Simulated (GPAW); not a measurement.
Runs of GPAW 26.7.0 on TiO. Symmetry: Pm-3m, No. 221, cubic system. The conventional cell has a = 4.087 Å, b = 4.087 Å, c = 4.087 Å, α = 90.00°, β = 90.00°, γ = 90.00°. Around Ti (site symmetry 4/mmm) lie 4 O at 2.04 Å. Around O (site symmetry 4/mmm) lie 4 Ti at 2.04 Å. The cell comes from a database or a generator and needn't be the stable form of this composition.

```tsv
level	U	pressure (GPa)
PBEsol+U	Ti d U = 6 eV	2.3
PBEsol+U	Ti d U = 2 eV	-4.2
PBEsol	-	-7.1
PBEsol+U	Ti d U = 8 eV	(b)
PBEsol+U	Ti d U = 1 eV	-5.7
PBEsol+U	Ti d U = 4 eV	(a)
PBEsol+U	Ti d U = 3 eV	-2.6
```

Alike in all rows: task band structure; potentials or basis PAW data sets generated in the run's folder for this functional, pw; no spin polarisation; cell as given; k mesh 7 × 7 × 7; cutoff (eV) 800; smearing fermi-dirac 0.05 eV.

Task: Estimate the missing entries.

Result: (a) -1.0; (b) 5.8.

Caveats: U without spin polarisation on a metal has little footing (some runs).
